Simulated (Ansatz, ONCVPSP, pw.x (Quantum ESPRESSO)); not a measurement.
## Equation-of-state test of one ONCV potential (silicon)

```json
{
 "Element": "Si (Z = 14)",
 "Generator": "ONCVPSP 4.0.1.1 (patched build)",
 "Type": "optimised norm-conserving Vanderbilt (ONCV)",
 "Functional": "PBEsol",
 "Relativity": "scalar-relativistic",
 "Frozen core": "[Ne]",
 "Valence charge": "4",
 "Reference configuration": "3s2 3p2",
 "Partial waves": "3s: rc 1.80 bohr, ncon 4, nbas 7, qcut 3.4 1/bohr, 2 projectors, debl 0.4 Ha; 3p: rc 1.75 bohr, ncon 4, nbas 7, qcut 4.9 1/bohr, 2 projectors, debl 3 Ha; d scattering state at 0.3 Ha: rc 1.40 bohr, ncon 4, nbas 8, qcut 8.1 1/bohr, 3 projectors, debl 1.6 Ha",
 "Local potential": "polynomial inside 1.15 bohr (lpopt 5, dvloc0 -1 Ha)",
 "Core correction": "Teter function, fcfact 5.5, rcfact 1.6"
}
```

Crystal test: fcc Si in pw.x 7.5, no spin, 15³ k-points, Fermi–Dirac smearing 0.01 Ry, cutoffs 80/320 Ry. The reference is all-electron LAPW (Ansatz 0.2.0) with the same functional, mesh and smearing; V0 and B0 come from Birch–Murnaghan fits to the pressures at five volumes. Errors are pseudo minus all-electron; Δ is the rms difference of the E(V) curves that follow from these fits, minima aligned, over ±6 % about the mean V0. Mesh and smearing are coarse, so the numbers serve the comparison and aren't converged zero-temperature values; the lattice is a test structure that the element need not adopt.

All-electron: a0 = 3.832 Å (V0 = 14.07 Å³/atom), B0 = 91.1 GPa.

Question: How far does the potential miss the all-electron equation of state?

Answer: mean pressure error (GPa): -2.09; a0 (Å): 3.803; a0 error (%): -0.76; B0 error (%): +4.3; Δ (meV/atom): 6.4. This is a poor potential for the solid.

| V (Å³/atom) | P all-electron (GPa) | P pseudo (GPa) |
| --- | --- | --- |
| 13.301 | 5.73 | 3.39 |
| 13.651 | 2.91 | 0.69 |
| 14.001 | 0.43 | -1.66 |
| 14.351 | -1.75 | -3.71 |
| 14.701 | -3.67 | -5.50 |

Question: At the middle volume, how do free energy and pressure move when the wave cutoff is lowered (ecutrho kept at four times it)?

Answer:

```
cutoff (Ry)  shift of F (meV/atom)  shift of P (GPa)
         36                  +33.1             -0.06
         48                  +24.1             -0.21
         64                   +6.7             -0.31
```

Input at the middle volume:

```
&control
  calculation='scf', prefix='x', pseudo_dir='./', outdir='./tmp', tstress=.true., disk_io='none'
/
&system
  ibrav=0, nat=1, ntyp=1, ecutwfc=80, ecutrho=320, nbnd=9,
  occupations='smearing', smearing='fd', degauss=0.01
/
&electrons
  conv_thr=1e-09, mixing_beta=0.4, electron_maxstep=70
/
ATOMIC_SPECIES
Si 1.0 Si.UPF
CELL_PARAMETERS angstrom
  0.00000000 1.91297673 1.91297673
  1.91297673 0.00000000 1.91297673
  1.91297673 1.91297673 0.00000000
ATOMIC_POSITIONS crystal
Si 0.0000 0.0000 0.0000
K_POINTS automatic
15 15 15 0 0 0
```

```bash
pw.x < Si.scf.in > Si.scf.out
```

Lines of the output:

```
Message from routine setup:
     using ibrav=0 with symmetry is DISCOURAGED, use correct ibrav instead
     lattice parameter (alat)  =       5.1124  a.u.
     unit-cell volume          =      94.4834 (a.u.)^3
     number of electrons       =         4.00
     number of Kohn-Sham states=            9
     kinetic-energy cutoff     =      80.0000  Ry
     charge density cutoff     =     320.0000  Ry
     scf convergence threshold =      1.0E-09
     Exchange-correlation= PBESOL
     number of k points=   120  Fermi-Dirac smearing, width (Ry)=  0.0100
     iteration #  1     ecut=    80.00 Ry     beta= 0.40
     total energy              =      -9.33600240 Ry
     estimated scf accuracy    <       0.00481601 Ry
     iteration #  2     ecut=    80.00 Ry     beta= 0.40
     total energy              =      -9.33536713 Ry
     estimated scf accuracy    <       0.00140802 Ry
     iteration #  3     ecut=    80.00 Ry     beta= 0.40
     total energy              =      -9.33546127 Ry
     estimated scf accuracy    <       0.00000436 Ry
     iteration #  4     ecut=    80.00 Ry     beta= 0.40
     total energy              =      -9.33546404 Ry
     estimated scf accuracy    <          8.2E-09 Ry
     iteration #  5     ecut=    80.00 Ry     beta= 0.40
     total energy              =      -9.33546407 Ry
     estimated scf accuracy    <          1.6E-09 Ry
     iteration #  6     ecut=    80.00 Ry     beta= 0.40
     the Fermi energy is    11.1191 ev
!    total energy              =      -9.33546407 Ry
     estimated scf accuracy    <          1.0E-11 Ry
     smearing contrib. (-TS)   =      -0.00196314 Ry
     The total energy is F=E-TS. E is the sum of the following terms:
     one-electron contribution =       4.99704513 Ry
     hartree contribution      =       0.02589319 Ry
     xc contribution           =      -4.21013904 Ry
     ewald contribution        =     -10.14630021 Ry
     convergence has been achieved in   6 iterations
          total   stress  (Ry/bohr**3)                   (kbar)     P=      -16.57
     Message from routine punch:
     Nothing written, as per user request (disk_io='none')
```

The run at the middle volume (120 k-points, 6 iterations) took about 8.3 s on one core of a shared host (Intel(R) Xeon(R) 6975P-C, 192 threads, 1512 GiB, load 49).
